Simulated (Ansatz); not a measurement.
The cell is a 2-atom cell of KI (Pm-3m) from a materials database; cell and atoms were relaxed with r2SCAN. Space group Pm-3m (No. 221), cubic; conventional cell a = 4.291 Å, 39.51 Å³ an atom. K has 8 I at 3.72 Å; I has 8 K at 3.72 Å.

```cif
data_structure
_symmetry_space_group_name_H-M 'Pm-3m'
_symmetry_Int_Tables_number 221
_cell_length_a 4.2911
_cell_length_b 4.2911
_cell_length_c 4.2911
_cell_angle_alpha 90.000
_cell_angle_beta 90.000
_cell_angle_gamma 90.000
_cell_volume 79.01
loop_
_atom_site_label
_atom_site_type_symbol
_atom_site_symmetry_multiplicity
_atom_site_Wyckoff_symbol
_atom_site_fract_x
_atom_site_fract_y
_atom_site_fract_z
_atom_site_occupancy
K1 K 1 a 0.00000 0.00000 0.00000 1
I1 I 1 b 0.50000 0.50000 0.50000 1
```

The questions ask for values computed with Ansatz 0.2.0 on this geometry. The values are computed, non-magnetic, and not measurements.

Given (6×6×6 mesh): The r2SCAN gap is indirect, 4.04 eV (M to Γ), below the direct gap of 4.41 eV at Γ.

**Question.** What does LDA give for the gap (6×6×6 mesh)?

**Answer.** LDA gives an indirect gap of 2.99 eV, from M to Γ; the least direct gap is 3.36 eV at Γ. The gap differs by -1.05 eV from r2SCAN's.

**Question.** Estimate the gap with HSE06+SOC on 4×4×4.

**Answer.** The HSE06+SOC gap is indirect, 4.24 eV (M to Γ), below the direct gap of 4.36 eV at Γ. Spin-orbit coupling itself accounts for -0.07 eV. The gap differs by +0.20 eV from r2SCAN's.

**Question.** Order these levels by the gap that they give, smallest first.
A. HSE06
B. PBE0
C. r2SCANh
D. r2SCAN
E. DDH-PBE0
F. PBE
G. LDA

**Answer.** G (2.99 eV), F (3.33 eV), D (4.04 eV), A (4.31 eV), C (4.57 eV), B (4.99 eV), E (5.37 eV).

**Question.** What does G0W0@PBE with 585 empty bands, a screening cutoff of 220 eV and a 4×4×4 mesh give?

**Answer.** 5.29 eV (PBE's gap over the path plus the quasiparticle shift read on the mesh). G0W0 moves the gap on the mesh from 3.33 eV (PBE) to 5.29 eV (M to Γ). Renormalisation factors Z lie between 0.78 and 0.84. G0W0 here is at a finite number of bands, screening cutoff and k mesh, not at the basis limit.

**Question.** Roughly how does the cost of the LDA run (6×6×6) compare with r2SCAN's (6×6×6)?

**Answer.** About 0.5 times as much (1.1 core-seconds against 2.2 core-seconds, on 2 threads of AMD EPYC 9R45 96-Core Processor (Zen 5), with other jobs on the host).

**Question.** What are ε∞ and the Born charges with r2SCAN?

**Answer.** The clamped-ion dielectric constant comes out as 3.06 in all directions. Born charges, averaged over directions: K +1.22, I -1.22 e.

**Question.** Relaxed again with PBEsol, is the cell stable at the zone centre, and where do its optical modes lie?

**Answer.** The optical mode at Γ lies at 75 cm⁻¹ without the longitudinal term. With the long-range field the highest mode reaches 125 cm⁻¹. The program warns that the force constants, and all that is formed from them, aren't settled on this k mesh.

Only the levels marked +SOC include spin-orbit coupling.

The meshes of the hybrids are coarse, so their gaps aren't converged to the digits shown.

Set aside, since their points miss a band edge that the other levels read or their mesh is too coarse: LC-ωPBE.
